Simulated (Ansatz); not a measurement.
Level: PBEsol, no spin polarisation; 420 eV; 3×6×6 Γ-centred mesh; fermi-dirac occupations (width 0.1 eV); Ansatz 0.2.0, fixed geometry.

Computed maps in the lattice plane spanned by a (left to right, 11.94 Å, 26 points from zero) and c (bottom to top, 4.60 Å, 14 points from zero), 90° apart, at height 0.250 along b. The fields are smooth PAW ones with compensation charges, not the true ones near nuclei.

Valence density. Digits on a logarithmic scale: 0 up to 0.03 e/Å³, each further digit a factor of 1.6, 9 from 1.3 e/Å³ up:
```
25787646999841011110011111
13565435899631011110112211
12343323566420112211234421
01122112344211234332356642
10111101122111356543589963
10111100111112578764699984
21222100011113699975799995
22343211111114799976799995
33565422233224799975699974
35787543455423699975578753
36999755787533578754345542
47999756999743356542223322
47999767999952234321111111
36999757999952122210001111
```

Q: The cell is PbSe. Which atoms lie within 0.2 Å of this plane, and where (fractions of a and c)?

A: Se at (0.12, 0.10), Se at (0.62, 0.40), Pb at (0.85, 0.48), Pb at (0.35, 0.02). The whole cell:
```
CELL_PARAMETERS angstrom
11.93840 0.00000 0.00000
0.00000 4.32341 0.00000
0.00000 0.00000 4.60201
ATOMIC_POSITIONS crystal
Se 0.11800 0.25000 0.10300
Se 0.38200 0.75000 0.60300
Se 0.61800 0.25000 0.39700
Se 0.88200 0.75000 0.89700
Pb 0.85500 0.25000 0.47900
Pb 0.64500 0.75000 0.97900
Pb 0.35500 0.25000 0.02100
Pb 0.14500 0.75000 0.52100
```

Origin: a known structure type with other elements, at an estimated volume, so it need not be a known compound.
